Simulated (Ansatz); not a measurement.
The system is InP.

```
In P
1.0
     0.00000    2.93050    2.93050
     2.93050    0.00000    2.93050
     2.93050    2.93050    0.00000
In P
1 1
Direct
  0.00000 0.00000 0.00000
  0.75000 0.75000 0.75000
```

Program: Ansatz 0.2.0. Alike in all runs: potentials or basis all-electron PAW datasets made for the crystal; no spin polarisation; cell as given; cutoff (eV) 270.

Problem. Order these runs on this cell by their band gap on the k mesh, lowest first.
A. level HSE06; k mesh 6 × 6 × 6; smearing fermi-dirac 0.05 eV; mesh quality not flagged
B. level PBE0; k mesh 4 × 4 × 4; smearing fermi-dirac 0.05 eV; mesh quality coarse
C. level LDA; k mesh 8 × 8 × 8; smearing fixed; mesh quality not flagged

Solution. C (0.48 eV), A (1.50 eV), B (2.20 eV).

Caveats: some runs use coarse meshes; spin-orbit coupling is left out, which moves the levels of the heavy elements; the program warned that the printed levels may be off, so bands, gaps and densities of states are rough (some runs).

A k mesh can miss the band edges.

Not every run made on this cell is shown here.
